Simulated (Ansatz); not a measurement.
## YN under changes of volume

One of the cells (14.500 Å³/atom); the others are scaled copies at fixed shape and fractional positions:

```
Y N
1.0
     0.00000    2.43850    2.43850
     2.43850    0.00000    2.43850
     2.43850    2.43850    0.00000
Y N
1 1
Direct
  0.00000 0.00000 0.00000
  0.50000 0.50000 0.50000
```

- Program: Ansatz 0.2.0
- Functional: PBE
- Potentials or basis: Ansatz PAW
- Cutoff: 420 eV (not typed: the program's choice for these potentials)
- k mesh: 9 × 9 × 9
- Occupations: fermi-dirac, width 0.05 eV
- Spin: no spin polarisation

```tsv
volume (Å³/atom)	energy over the lowest point (meV/atom)	pressure (GPa)	gap on the mesh (eV)
13.630	49.56	15.0	0.13
13.920	26.42	10.6	0.17
14.210	10.93	6.6	0.20
14.500	2.39	3.0	0.24
14.790	0.00	-0.3	0.27
15.080	3.29	-3.3	0.30
15.370	?	?	?
```

**Question.** What does the run at 15.370 Å³/atom give?

**Answer.** Energy over the lowest point 11.60 meV/atom; pressure -5.9 GPa; gap on the mesh 0.33 eV.

Worked out: A Birch-Murnaghan fit of order 3 (a polynomial in V^(-2/3)) to the other rows has its minimum at 14.76 Å³/atom with B0 = V·E''(V) = 159 GPa and B' = 4.2. It gives 11.62 meV/atom at 15.370 Å³/atom, against the run's 11.60, and -dE/dV = -5.9 GPa, against -5.9. A straight line through the other rows of the gap, of slope 1.68 eV per unit of ln V, extrapolates to 0.33 eV, against the run's 0.33.

Energies are extrapolated to zero smearing.

Caveats: odd divisions of the mesh miss points on the zone boundary, where band edges often lie, so the gap on the mesh can be too wide.

A mesh can miss the band edges. Spin-orbit coupling on Y is left out.
